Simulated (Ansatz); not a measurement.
## Calculated with Ansatz: Be, settings compared

Run with:

```bash
ansatz run input.yaml --threads 1 --pin off --max-ram 2560MiB --backend cpu --events-out ev --progress --plain --runs-dir out
```

Input:

```yaml
crystal:
  lattice:
    - [2.10642, 1.392182, 0.0]
    - [2.10642, -1.392182, 0.0]
    - [0.0, 0.0, -5.679058]
  atoms:
    - { symbol: Be, position: [0.15, 0.85, 0.883] }
    - { symbol: Be, position: [0.35, 0.65, 0.383] }
    - { symbol: Be, position: [0.85, 0.15, 0.117] }
    - { symbol: Be, position: [0.65, 0.35, 0.617] }
  symmetry: { tolerance: 0.0003 }
kpoints:
  mp_grid: { grid: [8, 8, 3], shift: [0, 0, 0] }
magnetization:
  spin_polarized: false
scf:
  occupations: { method: fermi_dirac }
hamiltonian:
  pseudopotentials: { kind: paw }
  xc: pbe
basis:
  ecutwfc: 420
output:
  forces: true
  stress: true
  eigenvalues: true
```

Origin of the cell: a known structure type with other elements, at an estimated volume, so it need not be a known compound.

The smearing width isn't typed, so it takes its default of 0.1 eV.

Output of this run (shortened):

```
Pseudopotentials: kind: paw
Pseudopotential: Be, paw, valence charge 2, recommended cutoff 420 eV (normal), Be.paw.azcp
Functional definition: PBE
  exchange = pbe_x(kappa = kappa, mu = beta*pi^2/3)
  correlation = pbe_c(beta = beta)
Crystal: 4 atoms, lattice volume = 33.308 Å³
Basis set: ecut = 420 eV, 661 PW (Γ), exchange–correlation on 36×36×80 points (8 copies of the dense FFT grid, shifted against one another)
Bands: 8, of which v1, the nominal top of the filled ones, is band 4 counted from 1 (3 counted from 0)
Symmetry: 8 space group operations
Space group: Cmce (ITA 64), of the structure as read, at distance tolerance 9.7e-4 Å
k-points: 42 of 192
Initial density: superposition of atomic densities (neutral atoms: chi_scale 0, normalization atom), corrected by the library's trained network
Functional: x = pbe(κ = 0.804, μ = 0.219515), c = pbe(β = 0.066725)
SCF iter   1: F=—  HF=-366.072889 eV  Δρ=2.84e-3  dr2=2.13e-3
SCF iter   2: F=—  HF=-366.073045 eV  Δρ=1.81e-3  dr2=9.31e-4
SCF iter   3: F=—  HF=-366.073074 eV  Δρ=6.03e-4  dr2=1.56e-4
SCF iter   4: F=—  HF=-366.073024 eV  Δρ=1.89e-4  dr2=1.27e-5
SCF iter   5: F=—  HF=-366.073044 eV  Δρ=3.08e-5  dr2=3.32e-7
SCF iter   6: F=—  HF=-366.073044 eV  Δρ=1.77e-5  dr2=1.15e-7
SCF iter   7: F=-366.073044 eV  HF=-366.073044 eV  Δρ=1.73e-6  dr2=1.05e-9
SCF 1 converged in 7 iterations: F = -366.073044 eV  dr2 = 1.05e-9
SCF converged after 7 iterations
Free energy (F): -366.073044 eV
Harris-Foulkes:  -366.073044 eV  (|F-HF|=5.50e-10)
Internal energy: -366.043451 eV  (E = F + TS)
E sigma→0 (E₀):  -366.058248 eV
Entropy (-TS):   -0.029593 eV (-7.398 meV/atom)
Fermi energy:    7.480661 eV
--- Per-component energies (eV) ---
  E_band       = 22.599403
  E_kinetic    = 85.380911
  E_local      = 2.997142  (includes V_loc(G=0)·N_el)
  E_nonlocal   = 21.402390
  E_hartree    = 0.917665
  E_xc         = -78.706507
  E_vxc        = -82.580220  (∫ρ·V_xc dr)
  E_paw        = -239.061423  (= ΣΔE_a)
  E_vpaw       = -6.436099  (= ΣTr[D̂ρ^β])
  E_aug_tail   = -0.000003  (compensation charges beyond the density's cutoff)
  E_ewald      = -158.973627
  E_smearing   = -0.029593  (= −TS)
  Σ components = -366.073044   (vs F -366.073044, Δ=0.00e0)
--- Forces (eV/Å), atoms counted from 1 ---
  atom   1  Be     0.000000     4.795141     4.728948
  atom   2  Be     0.000000    -4.795141     4.728948
  atom   3  Be     0.000000    -4.795141    -4.728948
  atom   4  Be     0.000000     4.795141    -4.728948
  max |Σ_I F_I| component: 1.78e-15 eV/Å
--- Stress (GPa, compression-positive) ---
      -26.730956       0.000000       0.000000
        0.000000      16.560078       0.000000
        0.000000       0.000000      79.544333
  P = ⅓ Tr σ = 23.1245 GPa (231.245 kbar)
```

The same input was run again with these changes:

1. `scf.occupations.width` default → 0.005; `kpoints.mp_grid.grid` [8, 8, 3] → [12, 12, 4]
2. `magnetization` { spin_polarized: false } → { spin_polarized: true } (starts: flip); `scf.occupations.method` fermi_dirac → tetrahedron_uncorrected; `kpoints.mp_grid.grid` [8, 8, 3] → [10, 10, 4]; typed moments: none
3. `hamiltonian.xc` pbe → revpbe
4. `scf.occupations` { method: fermi_dirac } → default; `scf.max_iter` default → 50

```
 run            end  SCF iterations  P (GPa)  max force component (eV/Å)  moment (μB)  ΔE(σ→0) (meV/atom)
base      converged               7    23.12                       4.795            –                   0
   1      converged               6    23.35                       4.830            –               -1.09
   2      converged               8    23.71                       4.767         0.00               40.37
   3      converged               6    25.55                       4.846            –                   –
   4  input refused               0        –                           –            –                   –
```

Energies are compared only where functional, datasets, charge and starting cell are the same.

Caveats of the base run: the k mesh is coarse if the cell is a metal.

Run 2: spin is on but no moment was typed.
Run 3: forces of this functional can be a tenth off on datasets made under PBE.

The base run ran for 1.5 s on 1 thread of Intel(R) Xeon(R) Platinum 8259CL CPU @ 2.50GHz (Skylake/Cascade Lake), on a shared host, peak memory 0.41 GiB, from the program's own first density.
